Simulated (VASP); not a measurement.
A run of VASP 6.6.1 is set up as follows.

The input INCAR:

```
ALGO = Normal
EDIFF = 1E-7
EDIFFG = -0.005
ENCUT = 600
GGA = PE
IBRION = 2
ISIF = 3
ISMEAR = 0
IVDW = 12
LASPH = True
LATTICE_CONSTRAINTS = .TRUE. .TRUE. .FALSE.
LCHARG = False
LREAL = False
LWAVE = False
NELM = 80
NSW = 90
PREC = Accurate
SIGMA = 0.03
```

KPOINTS

```
k-points
0
Gamma
  15 15 1
```

POSCAR

```
BN                                      
1.0
    2.5087934974      0.0000000000      0.0000000000
   -1.2543967487      2.1726788968      0.0000000000
    0.0000000000      0.0000000000     18.0000000000
  B               N             
     1     1
Direct
     0.6666666699999979    0.3333333300000021    0.5000000000000000
     0.3333333300000021    0.6666666699999979    0.5000000000000000
```

Potentials or basis: VASP PAW PBE potentials, release 64 (B, N).

Command:

```sh
$ cat potpaw_PBE.64/B/POTCAR potpaw_PBE.64/N/POTCAR > POTCAR
$ mpirun -np 1 vasp_std > vasp.out
```

(1) What does it give for the band gap on the k mesh?

(2) Estimate the dispersion energy per atom.

## Answers

(1) 4.67 eV, direct.

(2) -0.077 eV.

Caveat: the relaxation stopped at its first step, so nothing moved.
